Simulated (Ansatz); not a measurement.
Input deck for Ansatz 0.2.0, then the block of the output on the nuclei.

The start is a COD entry.

```yaml
crystal:
  lattice:
    - [0.0, 2.93435, 2.93435]
    - [2.93435, 0.0, 2.93435]
    - [2.93435, 2.93435, 0.0]
  atoms:
    - { symbol: In, position: [0.0, 0.0, 0.0] }
    - { symbol: P, position: [0.25, 0.25, 0.25] }
kpoints:
  mp_grid: { grid: [13, 13, 13] }
scf:
  occupations: { method: fermi_dirac, width: 0.02 }
hamiltonian:
  xc: pbe
  pseudopotentials: { kind: paw }
output:
  forces: true
  stress: true
  populations: true
  efg: { quadrupole_moments_barn: { In: 0.772 }, contact_densities: true }
  write_density: true
  write_potential: true
  elf: true
  volumetric_format: npy
relax:
  f_tol: 0.02
  max_steps: 60
```

```sh
ansatz run input.yaml --threads 1 --pin off --max-ram 3072MiB --backend cpu --events-out ev --progress --plain --runs-dir out
```

The run relaxes the ions first, and the block belongs to the relaxed positions.

Of the output, the block on the nuclei alone is shown; the set-up, the SCF iterations, energies, forces and stress are cut.

```
--- PAW observables at the nuclei: V_zz in 10²¹ V/m², potentials from the cell's mean, atoms counted from 1 ---
  atom   1  In V_zz =    -0.000000   η = 0.0000   by run symmetry: forbidden   C_q = -0.0000 MHz
            electrostatic potential = -7936.477895 V   contact ρ = 1133002.606873 e/Å³
  atom   2  P  V_zz =    +0.000000   η = 0.0000   by run symmetry: forbidden
            electrostatic potential = -1495.200044 V   contact ρ = 16020.490352 e/Å³
```

The relaxation (1 step) took 7.4 s of wall time (7.2 s of CPU time) and 0.48 GiB at its peak, on 1 thread of Intel Xeon Platinum 8488C (Sapphire Rapids) (x86_64; 16 cores open to the job, memory cap 3.0 GiB, no GPU), a shared host with a load of 0.4 a core.
